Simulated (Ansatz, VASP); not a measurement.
**Two plane-wave programs on KMgF3**

```
CELL_PARAMETERS angstrom
4.18493 -0.83699 -0.83699
-0.83699 4.18493 -0.83699
-0.83699 -0.83699 4.18493
ATOMIC_POSITIONS crystal
K 0.50000 0.50000 0.50000
Mg 0.00000 0.00000 0.00000
F 0.50000 0.00000 0.00000
F 0.00000 0.50000 0.00000
F 0.00000 0.00000 0.50000
```

Alike in both runs: task single point; functional LDA; k mesh 6 × 6 × 6; occupations gaussian, width 0.05 eV; no spin polarisation.

```csv
,VASP,Ansatz
version,VASP 6.6.1,Ansatz 0.2.0
potentials or method,"VASP PAW LDA potentials, release 64 (K_sv, Mg, F)","scalar-relativistic, plane waves, PAW"
plane-wave cutoff (eV),520,420
valence electrons in the cell,32,40
```

VASP gave:

- gap on the k mesh at the Fermi level (eV): 4.05
- least direct gap on the mesh (eV): 4.10
- pressure (GPa): 0.8
- largest component of the traceless stress (GPa): 21.76

Question: Which values does Ansatz return?

Answer: gap on the k mesh at the Fermi level (eV): 4.09; least direct gap on the mesh (eV): 4.14; pressure (GPa): 1.6; largest component of the traceless stress (GPa): 21.63.

The two sets of potentials don't hold the same shells in valence.

A k mesh can miss the band edges.
